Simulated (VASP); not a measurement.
The system is PbSe (Clausthalite).

```xyz
2
Lattice="0.0000 3.0520 3.0520 3.0520 0.0000 3.0520 3.0520 3.0520 0.0000" Properties=species:S:1:pos:R:3 pbc="T T T"
Pb    0.0000    0.0000    0.0000
Se    3.0520    3.0520    3.0520
```

Base run:

- Program: VASP 6.6.1
- Functional: PBE0
- Potentials or basis: VASP PAW PBE potentials, release 64 (Pb_d, Se)
- Cutoff: 520 eV
- k mesh: 6 × 6 × 6
- Occupations: gaussian, width 0.03 eV
- Spin: no spin polarisation

Its results: band gap on the k mesh 1.21 eV, direct; pressure 1.7 GPa.

The run is repeated on the same cell with these changes: functional from PBE0 to HSE06. What comes out?

Band gap on the k mesh 0.68 eV, direct; pressure 1.7 GPa.

Caveats: the PAW data sets were made with another functional, which shifts forces and pressure a little; spin-orbit coupling is left out, which as a rule narrows the gap of such compounds by several tenths of an eV.
